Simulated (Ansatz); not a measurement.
# C: a line through an energy map, part 1 of 2

One line of a two-coordinate grid on C (Fmmm, No. 69; 2 atoms in the cell): volume per atom at fixed shape is varied, at shift of C1 along [0 1 0] = −0.05 Å.

Method: DFT PBEsol+D3(BJ), scalar-relativistic, plane waves, PAW, in Ansatz 0.2.0.

16 further runs of the same task are left out: 16 set aside as unsound or not needed.

## Step 1: Starting point

The structure is orthorhombic, space group Fmmm (No. 69). Conventional cell: a = 2.459 Å, b = 4.256 Å, c = 6.649 Å, α = 90.00°, β = 90.00°, γ = 90.00°. Around C (site symmetry m2m) lie 3 C at 1.42 Å.

As a file:

```xyz
2
Lattice="0.0000 2.1280 3.3244 1.2294 0.0000 3.3244 1.2294 2.1280 0.0000" Properties=species:S:1:pos:R:3 pbc="T T T"
C     1.2294    0.7095    3.3244
C     1.2294    3.5465    3.3244
```

It is the result of an earlier relaxation at this level (volume 8.70 Å³/atom; gap on the mesh: 0.08 eV).

## Step 2: The scan

Atoms count from 1 in the order of the input.

The energy is mapped over a free internal coordinate and the cell.

First coordinate, shift of C1 along [0 1 0], its symmetry partners moved as symmetry demands (measured in the relaxed cell): 7 values from −0.15 Å. Second coordinate, volume per atom at fixed shape: 7 values from 8.001 to 9.393 Å³.

Nothing else is relaxed (all other coordinates fixed). Energies count from the relaxed crystal. Points are written as (first, second).

## Step 3: Grid point (−0.05 Å, 8.001 Å³)

input.yaml

```yaml
crystal:
  lattice:
    - [0.0, 2.0696277651, 3.2332036561]
    - [1.1956910189, 0.0, 3.2332036561]
    - [1.1956910189, 2.0696277651, 0.0]
  atoms:
    - { symbol: C, position: [0.154958464, 0.845041536, 0.154958464] }
    - { symbol: C, position: [0.845041536, 0.154958464, 0.845041536] }
basis:
  ecutwfc: 520.0
kpoints:
  mp_grid: { grid: [16, 16, 16] }
hamiltonian:
  xc: pbesol
  pseudopotentials: { kind: paw, azcp: { folder: soft_1 } }
  dispersion: d3bj
scf:
  occupations: { method: gaussian, width: 0.03 }
output:
  forces: true
  stress: true
  eigenvalues: true
```

On the command line:

```console
$ ansatz run input.yaml --threads 1 --pin off --max-ram 2048MiB --backend cpu --events-out ev --progress --plain --runs-dir out
```

What it wrote:

```text
Warning: <dir> the record states the generating functional pbe (its physics header spells it `PBE`), which answers neither for hamiltonian.xc's functional nor for the pbesol family's — results may be inconsistent (PPs are generated against a specific XC)
Warning: RAYON_NUM_THREADS=1 ignored (pool sized by the plan → 1); use --threads N
Engine: ansatz 0.2.0, aarch64-unknown-linux-gnu
Pseudopotentials: kind: paw
Pseudopotential: C, paw, valence charge 4, recommended cutoff 420 eV (normal), <dir>
Functional definition: PBEsol
  exchange = pbesol_x
  correlation = pbesol_c
Crystal: 2 atoms, lattice volume = 16.002 Å³
Basis set: ecut = 520 eV, 439 PW (Γ), exchange–correlation on 60×54×36 points (8 copies of the dense FFT grid, shifted against one another)
Bands: 8, of which v1, the nominal top of the filled ones, is band 4 counted from 1 (3 counted from 0)
Symmetry: 8 space group operations
Space group: Fmmm (ITA 69), of the structure as read, at distance tolerance 2.5e-5 Å
k-points: 621 of 4096
Non-local potential: C, projectors of the file, l = 0: 2, l = 1: 2, l = 2: 1
PAW form: soft (Blöchl's): semilocal exchange-correlation on the pseudo side does not see the compensation charge
PAW frozen core: C, regenerated for the run's functional, and the local potential with it (the file was generated under x = pbe(κ = 0.804, μ = 0.2195149727645171), c = pbe(β = 0.06672455060314922))
PAW one-centre angular grid: C, 110 points (default); XC on 64 Gauss nodes
Initial density: superposition of atomic densities (chi_scale 0.1, normalization cell)
Initial wavefunctions: pseudopotential atomic-orbital guess
Functional: x = pbesol(κ = 0.804, μ = 0.12345679012345678), c = pbesol(β = 0.046)
SCF iter   1: F=—  HF=-494.568198 eV  |F-HF|=—  |Δ(HF+E_count)|=         —  Δρ=1.54e-1  dr2=3.22e0  ethr=3.10e-3  ⟨swp⟩=4.9  Hψ=34248  notcnv=0
preconditioner: auto → none  [insulator: Δε(μ)=0.067 eV  Ē_g=20.274 eV  σ=0.030 eV  W_gap=0.88  n_scr=2 (ndim 8)  ℏωp=26.3 eV  f_vac=0.000  D(μ)=0.02/eV (n_scr^D=0)  ε∞_Penn≈2.7]
SCF iter   2: F=—  HF=-493.340835 eV  |F-HF|=—  |Δ(HF+E_count)|=    1.23e0  Δρ=6.25e-2  dr2=5.08e-1  ethr=3.10e-3  ⟨swp⟩=2.3  Hψ=14762  notcnv=0  defer=2
SCF iter   3: F=—  HF=-493.136350 eV  |F-HF|=—  |Δ(HF+E_count)|=   2.04e-1  Δρ=4.79e-3  dr2=1.26e-3  ethr=3.10e-3  ⟨swp⟩=2.6  Hψ=12331  notcnv=0  defer=3
SCF iter   4: F=—  HF=-493.137192 eV  |F-HF|=—  |Δ(HF+E_count)|=   8.42e-4  Δρ=4.21e-4  dr2=3.80e-5  ethr=1.58e-5  ⟨swp⟩=2.6  Hψ=12320  notcnv=0  defer=4
SCF iter   5: F=—  HF=-493.137195 eV  |F-HF|=—  |Δ(HF+E_count)|=   3.04e-6  Δρ=8.26e-5  dr2=7.23e-7  ethr=4.75e-7  ⟨swp⟩=2.7  Hψ=7492  notcnv=0  defer=4
SCF iter   6: F=-493.137196 eV  HF=-493.137196 eV  |F-HF|=3.68e-9  |Δ(HF+E_count)|=   5.84e-7  Δρ=6.75e-6  dr2=5.46e-9  ethr=1.25e-9  ⟨swp⟩=6.1  Hψ=27270  notcnv=0
SCF 1 converged in 6 iterations: F = -493.137196 eV  dr2 = 5.46e-9
SCF converged after 6 iterations
Free energy (F): -493.137196 eV
Harris-Foulkes:  -493.137196 eV  (|F-HF|=3.68e-9)
Internal energy: -493.137165 eV  (E = F + TS)
E sigma→0 (E₀):  -493.137181 eV
Entropy (-TS):   -0.000031 eV (-0.015 meV/atom)
Fermi energy:    7.874180 eV
--- Per-component energies (eV) ---
  E_band       = -11.294191
  E_kinetic    = 182.683241
  E_local      = -287.241276  (includes V_loc(G=0)·N_el)
  E_nonlocal   = 48.535837
  E_hartree    = 89.238705
  E_xc         = -94.578899
  E_vxc        = -117.004115  (∫ρ·V_xc dr)
  E_paw        = -193.134036  (= ΣΔE_a)
  E_vpaw       = -16.746015  (= ΣTr[D̂ρ^β])
  E_aug_tail   = -0.000000  (compensation charges beyond the density's cutoff)
  E_ewald      = -238.459579
  E_disp       = -0.223359  (pairwise vdW)
  E_core_change = 0.042201  (= ΣΔE_core)
  E_smearing   = -0.000031  (= −TS)
  E_closure    = -0.000000  (closes the sum)
  Σ components = -493.137196   (vs F -493.137196, Δ=0.00e0)
--- Forces (eV/Å), atoms counted from 1 ---
  atom   1  C      0.00000000     7.39995778     0.00000000
  atom   2  C     -0.00000000    -7.39995778    -0.00000000
  max |Σ_I F_I| component: 2.78e-17 eV/Å
--- Stress (GPa, compression-positive) ---
       30.405514       0.000000      -0.000000
        0.000000      74.527620      -0.000000
       -0.000000      -0.000000       0.792965
  P = ⅓ Tr σ = 35.2420 GPa (352.420 kbar)
--- Band table (eV; the first three rows and the last of 621) ---
  k-point 0: bands = ["-12.3548", "0.9971", "3.6579", "6.7862", "12.0706", "15.0731", "18.9474", "20.6939"]
  k-point 1: bands = ["-12.2526", "1.0802", "3.4458", "6.3632", "12.2354", "15.2531", "19.3483", "20.3234"]
  k-point 2: bands = ["-11.9469", "1.3306", "2.8423", "5.3023", "12.7329", "15.6445", "19.2797", "20.4385"]
  k-point 620: bands = ["-11.9625", "-1.3384", "3.6826", "6.7328", "14.9662", "18.8690", "18.9497", "20.8219"]
```

Wall time 13 s (1 thread of Arm Neoverse N1, shared host); peak memory 0.37 GiB.

Energy on the map's scale: 232 meV/atom.

## Step 4: Grid point (−0.05 Å, 8.465 Å³)

Edit input.yaml of step 3 so:

```diff
@@ -2,5 +2,5 @@
   lattice:
-    - [0.0, 2.0696277651, 3.2332036561]
-    - [1.1956910189, 0.0, 3.2332036561]
-    - [1.1956910189, 2.0696277651, 0.0]
+    - [0.0, 2.108886173, 3.2945337322]
+    - [1.2183718732, 0.0, 3.2945337322]
+    - [1.2183718732, 2.108886173, 0.0]
   atoms:
```

On the command line:

```console
$ ansatz run input.yaml --threads 1 --pin off --max-ram 2048MiB --backend cpu --events-out ev --progress --plain --runs-dir out
```

What it wrote:

```text
Warning: <dir> the record states the generating functional pbe (its physics header spells it `PBE`), which answers neither for hamiltonian.xc's functional nor for the pbesol family's — results may be inconsistent (PPs are generated against a specific XC)
Warning: RAYON_NUM_THREADS=1 ignored (pool sized by the plan → 1); use --threads N
[... 6 set-up lines as earlier in the session ...]
Crystal: 2 atoms, lattice volume = 16.930 Å³
Basis set: ecut = 520 eV, 455 PW (Γ), exchange–correlation on 60×54×40 points (8 copies of the dense FFT grid, shifted against one another)
Bands: 8, of which v1, the nominal top of the filled ones, is band 4 counted from 1 (3 counted from 0)
[... 1 set-up line as earlier in the session ...]
Space group: Fmmm (ITA 69), of the structure as read, at distance tolerance 2.6e-5 Å
k-points: 621 of 4096
[... 7 set-up lines as earlier in the session ...]
SCF iter   1: F=—  HF=-494.499231 eV  |F-HF|=—  |Δ(HF+E_count)|=         —  Δρ=1.40e-1  dr2=2.79e0  ethr=3.10e-3  ⟨swp⟩=4.8  Hψ=34068  notcnv=0
preconditioner: auto → none  [insulator: Δε(μ)=0.061 eV  Ē_g=19.564 eV  σ=0.030 eV  W_gap=0.85  n_scr=2 (ndim 8)  ℏωp=25.5 eV  f_vac=0.000  D(μ)=0.03/eV (n_scr^D=0)  ε∞_Penn≈2.7]
SCF iter   2: F=—  HF=-493.455694 eV  |F-HF|=—  |Δ(HF+E_count)|=    1.04e0  Δρ=5.75e-2  dr2=4.52e-1  ethr=3.10e-3  ⟨swp⟩=2.3  Hψ=14622  notcnv=0  defer=2
SCF iter   3: F=—  HF=-493.276676 eV  |F-HF|=—  |Δ(HF+E_count)|=   1.79e-1  Δρ=4.28e-3  dr2=1.11e-3  ethr=3.10e-3  ⟨swp⟩=2.5  Hψ=11864  notcnv=0  defer=2
SCF iter   4: F=—  HF=-493.277473 eV  |F-HF|=—  |Δ(HF+E_count)|=   7.97e-4  Δρ=3.70e-4  dr2=3.06e-5  ethr=1.39e-5  ⟨swp⟩=2.6  Hψ=12572  notcnv=0  defer=2
SCF iter   5: F=—  HF=-493.277477 eV  |F-HF|=—  |Δ(HF+E_count)|=   4.40e-6  Δρ=7.59e-5  dr2=6.32e-7  ethr=3.83e-7  ⟨swp⟩=2.7  Hψ=7491  notcnv=0  defer=2
SCF iter   6: F=-493.277477 eV  HF=-493.277478 eV  |F-HF|=2.39e-9  |Δ(HF+E_count)|=   5.83e-7  Δρ=5.54e-6  dr2=3.81e-9  ethr=1.25e-9  ⟨swp⟩=6.0  Hψ=26837  notcnv=0
SCF 1 converged in 6 iterations: F = -493.277477 eV  dr2 = 3.81e-9
SCF converged after 6 iterations
Free energy (F): -493.277477 eV
Harris-Foulkes:  -493.277478 eV  (|F-HF|=2.39e-9)
Internal energy: -493.277443 eV  (E = F + TS)
E sigma→0 (E₀):  -493.277460 eV
Entropy (-TS):   -0.000034 eV (-0.017 meV/atom)
Fermi energy:    7.245167 eV
--- Per-component energies (eV) ---
  E_band       = -14.911848
  E_kinetic    = 179.186652
  E_local      = -289.508887  (includes V_loc(G=0)·N_el)
  E_nonlocal   = 47.808904
  E_hartree    = 89.876394
  E_xc         = -93.691306
  E_vxc        = -115.858048  (∫ρ·V_xc dr)
  E_paw        = -192.746614  (= ΣΔE_a)
  E_vpaw       = -16.293717  (= ΣTr[D̂ρ^β])
  E_aug_tail   = 0.000001  (compensation charges beyond the density's cutoff)
  E_ewald      = -234.020485
  E_disp       = -0.224304  (pairwise vdW)
  E_core_change = 0.042201  (= ΣΔE_core)
  E_smearing   = -0.000034  (= −TS)
  E_closure    = 0.000000  (closes the sum)
  Σ components = -493.277477   (vs F -493.277477, Δ=0.00e0)
--- Forces (eV/Å), atoms counted from 1 ---
  atom   1  C      0.00000000     6.54906491     0.00000000
  atom   2  C      0.00000000    -6.54906491     0.00000000
  max |Σ_I F_I| component: 0.00e0 eV/Å
--- Stress (GPa, compression-positive) ---
        4.945868       0.000000       0.000000
        0.000000      37.054942       0.000000
        0.000000       0.000000       0.053663
  P = ⅓ Tr σ = 14.0182 GPa (140.182 kbar)
--- Band table (eV; the first three rows and the last of 621) ---
  k-point 0: bands = ["-12.5452", "0.6365", "2.9980", "6.0327", "11.4671", "14.0597", "17.8053", "19.3175"]
  k-point 1: bands = ["-12.4467", "0.7167", "2.7946", "5.6229", "11.6265", "14.2266", "18.1956", "18.9773"]
  k-point 2: bands = ["-12.1522", "0.9581", "2.2126", "4.5995", "12.1061", "14.5801", "18.0157", "19.2500"]
  k-point 620: bands = ["-12.1963", "-1.5336", "3.0213", "5.9839", "13.9625", "17.7087", "17.9950", "19.4327"]
```

Wall time 13 s (1 thread of Arm Neoverse N1, shared host); peak memory 0.38 GiB.

Energy on the map's scale: 162 meV/atom.

## Step 5: Grid point (−0.05 Å, 8.697 Å³)

Edit input.yaml of step 4 so:

```diff
@@ -2,5 +2,5 @@
   lattice:
-    - [0.0, 2.108886173, 3.2945337322]
-    - [1.2183718732, 0.0, 3.2945337322]
-    - [1.2183718732, 2.108886173, 0.0]
+    - [0.0, 2.1279941339, 3.3243844763]
+    - [1.2294111613, 0.0, 3.3243844763]
+    - [1.2294111613, 2.1279941339, 0.0]
   atoms:
```

On the command line:

```console
$ ansatz run input.yaml --threads 1 --pin off --max-ram 2048MiB --backend cpu --events-out ev --progress --plain --runs-dir out
```

What it wrote:

```text
Warning: <dir> the record states the generating functional pbe (its physics header spells it `PBE`), which answers neither for hamiltonian.xc's functional nor for the pbesol family's — results may be inconsistent (PPs are generated against a specific XC)
Warning: RAYON_NUM_THREADS=1 ignored (pool sized by the plan → 1); use --threads N
[... 6 set-up lines as earlier in the session ...]
Crystal: 2 atoms, lattice volume = 17.394 Å³
Basis set: ecut = 520 eV, 483 PW (Γ), exchange–correlation on 60×54×40 points (8 copies of the dense FFT grid, shifted against one another)
Bands: 8, of which v1, the nominal top of the filled ones, is band 4 counted from 1 (3 counted from 0)
[... 2 set-up lines as earlier in the session ...]
k-points: 621 of 4096
[... 7 set-up lines as earlier in the session ...]
SCF iter   1: F=—  HF=-494.434052 eV  |F-HF|=—  |Δ(HF+E_count)|=         —  Δρ=1.33e-1  dr2=2.59e0  ethr=3.10e-3  ⟨swp⟩=4.8  Hψ=33950  notcnv=0
preconditioner: auto → none  [insulator: Δε(μ)=0.058 eV  Ē_g=19.228 eV  σ=0.030 eV  W_gap=0.83  n_scr=2 (ndim 8)  ℏωp=25.2 eV  f_vac=0.000  D(μ)=0.03/eV (n_scr^D=0)  ε∞_Penn≈2.7]
SCF iter   2: F=—  HF=-493.471800 eV  |F-HF|=—  |Δ(HF+E_count)|=   9.62e-1  Δρ=5.52e-2  dr2=4.27e-1  ethr=3.10e-3  ⟨swp⟩=2.4  Hψ=14587  notcnv=0  defer=2
SCF iter   3: F=—  HF=-493.304277 eV  |F-HF|=—  |Δ(HF+E_count)|=   1.68e-1  Δρ=4.04e-3  dr2=1.04e-3  ethr=3.10e-3  ⟨swp⟩=2.5  Hψ=11643  notcnv=0  defer=2
SCF iter   4: F=—  HF=-493.305059 eV  |F-HF|=—  |Δ(HF+E_count)|=   7.82e-4  Δρ=3.49e-4  dr2=2.74e-5  ethr=1.30e-5  ⟨swp⟩=2.5  Hψ=12667  notcnv=0  defer=2
SCF iter   5: F=—  HF=-493.305065 eV  |F-HF|=—  |Δ(HF+E_count)|=   5.26e-6  Δρ=7.38e-5  dr2=6.13e-7  ethr=3.43e-7  ⟨swp⟩=2.8  Hψ=7474  notcnv=0  defer=2
SCF iter   6: F=-493.305065 eV  HF=-493.305065 eV  |F-HF|=2.14e-9  |Δ(HF+E_count)|=   5.86e-7  Δρ=5.28e-6  dr2=3.52e-9  ethr=1.25e-9  ⟨swp⟩=6.0  Hψ=26667  notcnv=0
SCF 1 converged in 6 iterations: F = -493.305065 eV  dr2 = 3.52e-9
SCF converged after 6 iterations
Free energy (F): -493.305065 eV
Harris-Foulkes:  -493.305065 eV  (|F-HF|=2.14e-9)
Internal energy: -493.305033 eV  (E = F + TS)
E sigma→0 (E₀):  -493.305049 eV
Entropy (-TS):   -0.000032 eV (-0.016 meV/atom)
Fermi energy:    6.953138 eV
--- Per-component energies (eV) ---
  E_band       = -16.580942
  E_kinetic    = 177.558062
  E_local      = -290.597620  (includes V_loc(G=0)·N_el)
  E_nonlocal   = 47.489584
  E_hartree    = 90.185140
  E_xc         = -93.270232
  E_vxc        = -115.313798  (∫ρ·V_xc dr)
  E_paw        = -192.570366  (= ΣΔE_a)
  E_vpaw       = -16.087830  (= ΣTr[D̂ρ^β])
  E_aug_tail   = 0.000001  (compensation charges beyond the density's cutoff)
  E_ewald      = -231.919138
  E_disp       = -0.222665  (pairwise vdW)
  E_core_change = 0.042201  (= ΣΔE_core)
  E_smearing   = -0.000032  (= −TS)
  E_closure    = 0.000000  (closes the sum)
  Σ components = -493.305065   (vs F -493.305065, Δ=0.00e0)
--- Forces (eV/Å), atoms counted from 1 ---
  atom   1  C      0.00000000     6.16332801     0.00000000
  atom   2  C      0.00000000    -6.16332801     0.00000000
  max |Σ_I F_I| component: 0.00e0 eV/Å
--- Stress (GPa, compression-positive) ---
       -5.559532       0.000000       0.000000
        0.000000      21.390053       0.000000
        0.000000       0.000000      -0.220693
  P = ⅓ Tr σ = 5.2033 GPa (52.033 kbar)
--- Band table (eV; the first three rows and the last of 621) ---
  k-point 0: bands = ["-12.6308", "0.4694", "2.6940", "5.6845", "11.1878", "13.5881", "17.2636", "18.6774"]
  k-point 1: bands = ["-12.5341", "0.5482", "2.4945", "5.2805", "11.3446", "13.7489", "17.6503", "18.3510"]
  k-point 2: bands = ["-12.2449", "0.7853", "1.9223", "4.2743", "11.8157", "14.0844", "17.4266", "18.6918"]
  k-point 620: bands = ["-12.3013", "-1.6246", "2.7166", "5.6378", "13.4952", "17.1566", "17.5516", "18.7870"]
```

It took 13 s on 1 thread of Arm Neoverse N1, shared host; peak memory 0.39 GiB.

Energy on the map's scale: 148 meV/atom.

## Step 6: Grid point (−0.05 Å, 8.929 Å³)

Edit input.yaml of step 5 so:

```diff
@@ -2,5 +2,5 @@
   lattice:
-    - [0.0, 2.1279941339, 3.3243844763]
-    - [1.2294111613, 0.0, 3.3243844763]
-    - [1.2294111613, 2.1279941339, 0.0]
+    - [0.0, 2.1467349466, 3.353661656]
+    - [1.240238336, 0.0, 3.353661656]
+    - [1.240238336, 2.1467349466, 0.0]
   atoms:
```

On the command line:

```console
$ ansatz run input.yaml --threads 1 --pin off --max-ram 2048MiB --backend cpu --events-out ev --progress --plain --runs-dir out
```

What it wrote:

```text
Warning: <dir> the record states the generating functional pbe (its physics header spells it `PBE`), which answers neither for hamiltonian.xc's functional nor for the pbesol family's — results may be inconsistent (PPs are generated against a specific XC)
Warning: RAYON_NUM_THREADS=1 ignored (pool sized by the plan → 1); use --threads N
[... 6 set-up lines as earlier in the session ...]
Crystal: 2 atoms, lattice volume = 17.858 Å³
Basis set: ecut = 520 eV, 499 PW (Γ), exchange–correlation on 60×54×40 points (8 copies of the dense FFT grid, shifted against one another)
Bands: 8, of which v1, the nominal top of the filled ones, is band 4 counted from 1 (3 counted from 0)
[... 2 set-up lines as earlier in the session ...]
k-points: 621 of 4096
[... 7 set-up lines as earlier in the session ...]
SCF iter   1: F=—  HF=-494.352119 eV  |F-HF|=—  |Δ(HF+E_count)|=         —  Δρ=1.27e-1  dr2=2.42e0  ethr=3.10e-3  ⟨swp⟩=4.8  Hψ=33829  notcnv=0
preconditioner: auto → none  [insulator: Δε(μ)=0.056 eV  Ē_g=18.906 eV  σ=0.030 eV  W_gap=0.81  n_scr=2 (ndim 8)  ℏωp=24.9 eV  f_vac=0.000  D(μ)=0.04/eV (n_scr^D=0)  ε∞_Penn≈2.7]
SCF iter   2: F=—  HF=-493.464903 eV  |F-HF|=—  |Δ(HF+E_count)|=   8.87e-1  Δρ=5.31e-2  dr2=4.04e-1  ethr=3.10e-3  ⟨swp⟩=2.5  Hψ=14584  notcnv=0  defer=1
SCF iter   3: F=—  HF=-493.307926 eV  |F-HF|=—  |Δ(HF+E_count)|=   1.57e-1  Δρ=3.81e-3  dr2=9.75e-4  ethr=3.10e-3  ⟨swp⟩=2.5  Hψ=11344  notcnv=0  defer=2
SCF iter   4: F=—  HF=-493.308688 eV  |F-HF|=—  |Δ(HF+E_count)|=   7.62e-4  Δρ=3.31e-4  dr2=2.45e-5  ethr=1.22e-5  ⟨swp⟩=2.5  Hψ=12836  notcnv=0  defer=2
SCF iter   5: F=—  HF=-493.308694 eV  |F-HF|=—  |Δ(HF+E_count)|=   6.27e-6  Δρ=7.14e-5  dr2=5.93e-7  ethr=3.06e-7  ⟨swp⟩=2.8  Hψ=7426  notcnv=0  defer=2
SCF iter   6: F=-493.308695 eV  HF=-493.308695 eV  |F-HF|=1.83e-9  |Δ(HF+E_count)|=   5.85e-7  Δρ=4.94e-6  dr2=3.15e-9  ethr=1.25e-9  ⟨swp⟩=6.1  Hψ=26528  notcnv=0
SCF 1 converged in 6 iterations: F = -493.308695 eV  dr2 = 3.15e-9
SCF converged after 6 iterations
Free energy (F): -493.308695 eV
Harris-Foulkes:  -493.308695 eV  (|F-HF|=1.83e-9)
Internal energy: -493.308665 eV  (E = F + TS)
E sigma→0 (E₀):  -493.308680 eV
Entropy (-TS):   -0.000030 eV (-0.015 meV/atom)
Fermi energy:    6.676621 eV
--- Per-component energies (eV) ---
  E_band       = -18.162994
  E_kinetic    = 176.005832
  E_local      = -291.657158  (includes V_loc(G=0)·N_el)
  E_nonlocal   = 47.197027
  E_hartree    = 90.487016
  E_xc         = -92.864255
  E_vxc        = -114.788713  (∫ρ·V_xc dr)
  E_paw        = -192.404786  (= ΣΔE_a)
  E_vpaw       = -15.894322  (= ΣTr[D̂ρ^β])
  E_aug_tail   = 0.000002  (compensation charges beyond the density's cutoff)
  E_ewald      = -229.894503
  E_disp       = -0.220041  (pairwise vdW)
  E_core_change = 0.042201  (= ΣΔE_core)
  E_smearing   = -0.000030  (= −TS)
  E_closure    = 0.000000  (closes the sum)
  Σ components = -493.308695   (vs F -493.308695, Δ=0.00e0)
--- Forces (eV/Å), atoms counted from 1 ---
  atom   1  C      0.00000000     5.80198309     0.00000000
  atom   2  C      0.00000000    -5.80198309     0.00000000
  max |Σ_I F_I| component: 0.00e0 eV/Å
--- Stress (GPa, compression-positive) ---
      -14.718789       0.000000       0.000000
        0.000000       7.566921       0.000000
        0.000000       0.000000      -0.442399
  P = ⅓ Tr σ = -2.5314 GPa (-25.314 kbar)
--- Band table (eV; the first three rows and the last of 621) ---
  k-point 0: bands = ["-12.7106", "0.3105", "2.4061", "5.3541", "10.9225", "13.1387", "16.7384", "18.0678"]
  k-point 1: bands = ["-12.6156", "0.3880", "2.2104", "4.9555", "11.0767", "13.2937", "17.1225", "17.7541"]
  k-point 2: bands = ["-12.3315", "0.6210", "1.6473", "3.9654", "11.5397", "13.6118", "16.8647", "18.1547"]
  k-point 620: bands = ["-12.3989", "-1.7113", "2.4281", "5.3093", "13.0498", "16.6201", "17.1297", "18.1720"]
```

Wall time 14 s (1 thread of Arm Neoverse N1, shared host); peak memory 0.39 GiB.

That is 146 meV/atom from the zero.

(Continued in part 2 of 2.)
